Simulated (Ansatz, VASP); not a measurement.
One calculation of SnTe, two programs

File INCAR:

```
ALGO     = Normal         # electronic algorithm
EDIFF    = 1E-7           # SCF threshold, eV
ENCUT    = 520            # plane-wave cutoff, eV
GGA      = PE             # functional
ISIF     = 2              # what is computed and relaxed
ISMEAR   = -1             # smearing method
LASPH    = T              # aspherical terms in the spheres
LCHARG   = F              # write CHGCAR
LREAL    = F              # projectors in reciprocal space
LWAVE    = F              # write WAVECAR
NBANDS   = 17             # bands
NELM     = 80             # most SCF steps
PREC     = Accurate       # precision mode
SIGMA    = 0.02           # smearing width, eV
```

Contents of KPOINTS:

```
k-points
0
Gamma
  6 6 6
```

The input POSCAR:

```
SnTe
1.0
    0.0000000000      3.2071857794      3.2071857794
    3.2071857794      0.0000000000      3.2071857794
    3.2071857794      3.2071857794      0.0000000000
Sn Te
1 1
Direct
    0.0000000000      0.0000000000      0.0000000000
    0.5000000000      0.5000000000      0.5000000000
```

Input for Ansatz:

```yaml
crystal:
  lattice:
    - [0.0, 3.2071857794, 3.2071857794]
    - [3.2071857794, 0.0, 3.2071857794]
    - [3.2071857794, 3.2071857794, 0.0]
  atoms:
    - { symbol: Sn, position: [0.0, 0.0, 0.0] }
    - { symbol: Te, position: [0.5, 0.5, 0.5] }
kpoints:
  mp_grid: { grid: [6, 6, 6] }
hamiltonian:
  xc: pbe
scf:
  occupations: { method: fermi_dirac, width: 0.02 }
  n_extra_bands: 4
output:
  forces: true
  stress: true
  eigenvalues: true
```

Alike in both runs: task single point; functional PBE; k mesh 6 × 6 × 6; occupations fermi-dirac, width 0.02 eV; no spin polarisation.

|  | VASP | Ansatz |
| --- | --- | --- |
| version | VASP 6.6.1 | Ansatz 0.2.0 |
| potentials or method | VASP PAW PBE potentials, release 64 (Sn_d, Te) | plane waves, PAW |
| plane-wave cutoff (eV) | 520 | 420 |
| valence electrons in the cell | 20 | 30 |

Ansatz gave:

| Item | Value |
| --- | --- |
| pressure (GPa) | 0.0 |

Question: Which values does VASP return?

Answer: Pressure (GPa): -0.1.

The two sets of potentials don't hold the same shells in valence.

Caveats: spin-orbit coupling is left out, which moves the levels of the heavy elements.
